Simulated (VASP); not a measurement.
Input of a VASP 6.6.1 run:

INCAR

```
SYSTEM = Si
PREC = Accurate ; ENCUT = 600
EDIFF = 1E-6 ; ISMEAR = -1
SIGMA = 0.05 ; LREAL = .False.
LASPH = .True. ; NELM = 100
ALGO = Normal ; ISIF = 3
LWAVE = .False. ; LCHARG = .False.
GGA = B5 ; ALDAX = 1.0
AGGAX = 1.0 ; AGGAC = 1.0
ALDAC = 0.0 ; IBRION = 2
NSW = 60 ; EDIFFG = -0.005
```

The input KPOINTS:

```
regular mesh
0
Gamma
  8 8 8
  0 0 0
```

The input POSCAR:

```
Si
1.0
    0.0000000000      2.7218511865      2.7218511865
    2.7218511865      0.0000000000      2.7218511865
    2.7218511865      2.7218511865      0.0000000000
Si
2
Direct
    0.5000000000      0.5000000000      0.5000000000
    0.7500000000      0.7500000000      0.7500000000
```

Potentials or basis: VASP PAW PBE potentials, release 64 (Si).

The run is started by

```sh
$ cat potpaw_PBE.64/Si/POTCAR > POTCAR
$ mpirun -np 1 vasp_std > vasp.out
```

Task: Predict the band gap on the k mesh.

Result: 0.92 eV, indirect (least direct gap 2.55 eV).

Task: Estimate the relaxed cell.

Result: a = 3.914 Å, b = 3.914 Å, c = 3.914 Å, α = 60.00°, β = 60.00°, γ = 60.00°.

The path:
```csv
step,energy change (eV),largest force (eV/Å),pressure (GPa),volume (Å³)
1,0.0000,0.0000,4.40,40.33
2,-0.0188,0.0000,-2.11,43.65
3,-0.0273,0.0000,0.00,42.41
```

Caveat: the PAW data sets were made with another functional, which shifts forces and pressure a little. A hybrid or GW would open this gap; BLYP tends to underestimate it.
